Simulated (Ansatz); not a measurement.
Runs of Ansatz 0.2.0 on Ti. Symmetry: Fm-3m, No. 225, cubic system. Conventional cell: a = 4.060 Å, b = 4.060 Å, c = 4.060 Å, α = 90.00°, β = 90.00°, γ = 90.00°. Around Ti (site symmetry m-3m) lie 12 Ti at 2.87 Å. This isn't the form of Ti at room conditions, which is hcp.

```tsv
task	level	potentials or basis	spin	U	cell	k mesh	cutoff (eV)	smearing	hubbard projectors	double counting	atoms under strain	broadening	other keys	mesh quality	gap on the mesh (eV)	pressure (GPa)
single point	HSE03	Ansatz PAW earlier set	off	-	volume scaled by 1.15	7 × 7 × 7	740	gaussian 0.01 eV	-	-	-	-	-	coarse	none	-10.2
projected density of states	PBE+D3(BJ)-ATM	PseudoDojo stringent (PBEsol files)	off	-	cell strained at random at fixed volume	9 × 8 × 9	1143	methfessel-paxton 0.1 eV	-	-	-	-	scf.initial_density.chi_scale = 0.1; hamiltonian.xc = pbe	not flagged	none	-0.7
density of states	revPBE+D3(BJ)+U	PseudoDojo stringent (PBEsol files)	off	Ti d U = 3.0 eV	as given	11 × 11 × 11	1143	tetrahedron	atomic	fll (the default)	-	-	hamiltonian.xc = revpbe	not flagged	none	(a)
Wannier functions	rPW86-PBE+rVV10	Ansatz PAW earlier set	off	-	as given	11 × 11 × 11	740	gaussian 0.05 eV	-	-	-	-	scf.initial_density.chi_scale = 0.3; …	not flagged	none	-
ladder of functionals	LDA	JTH PAW LDA	off	-	volume scaled by 1.15	11 × 11 × 11	1230	methfessel-paxton 0.15 eV	-	-	-	-	scf.initial_density.chi_scale = 0.3	not flagged	none	-16.2
elastic constants	PBE	Ansatz PAW	SOC, no magnetisation	-	as given	8 × 8 × 8	420	gaussian 0.025 eV	-	-	relaxed	-	hamiltonian.pseudopotentials = kind paw_fr; …	not flagged	none	4.4
optical spectrum	LDA	Ansatz PAW	off	-	volume scaled by 0.96	11 × 11 × 11	420	gaussian 0.15 eV	-	-	-	0.05 eV	-	not flagged	none	-
```

Fill in the values left out.

(a) 1.1.

Caveats: some runs use coarse meshes; the PAW data sets come from PBE, with cores solved anew for the run's functional, which leaves a small shift of forces and pressure (some runs); pairwise dispersion overbinds metals, which lowers pressure and volume (some runs); the potentials were made for another functional, which shifts forces and pressure (some runs); the thresholds are loose for stress (some runs); U without spin polarisation on a metal has little footing (some runs); the U is typed as a test and isn't derived for this compound (some runs); with tetrahedron occupations forces and stress needn't match the slope of the energy (some runs).

A gap of «none» marks a metal or a gap under the smearing width.
